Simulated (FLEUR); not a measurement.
# C under changes of volume

One of the cells (5.672 Å³/atom); the others are scaled copies at fixed shape and fractional positions:

```
C
1.0
     0.00000    1.78337    1.78337
     1.78337    0.00000    1.78337
     1.78337    1.78337    0.00000
C
2
Direct
  0.75000 0.75000 0.75000
  0.50000 0.50000 0.50000
```

This isn't the form of C at room conditions, which is graphite.

* Program: FLEUR MaX-R8.1 (later development tree)
* Functional: LDA (Moruzzi-Janak-Williams)
* Potentials or basis: all-electron
* Basis: FLAPW
* Kmax: 5.34 1/bohr
* k mesh: 13 × 13 × 13
* Occupations: fermi-dirac, width 0.05 eV
* Spin: no spin polarisation

| volume (Å³/atom) | energy over the lowest point (meV/atom) | gap on the mesh (eV) |
| --- | --- | --- |
| 5.332 | 8.70 | 4.25 |
| 5.445 | 0.00 | 4.20 |
| 5.672 | 3.70 | 4.10 |
| 5.899 | ? | ? |
| 6.012 | 52.92 | 3.96 |

Problem. What does the run at 5.899 Å³/atom give?

Solution. Energy over the lowest point 31.36 meV/atom; gap on the mesh 4.01 eV.

Worked out: A Birch-Murnaghan fit of order 2 (a polynomial in V^(-2/3)) to the other rows has its minimum at 5.53 Å³/atom with B0 = V·E''(V) = 470 GPa. It gives 31.52 meV/atom at 5.899 Å³/atom, against the run's 31.36. A straight line through the other rows of the gap, of slope -2.42 eV per unit of ln V, gives 4.01 eV, against the run's 4.01.

Energies are extrapolated to zero smearing.

Caveats: an odd mesh through Γ misses points on the zone boundary, where band edges often lie.
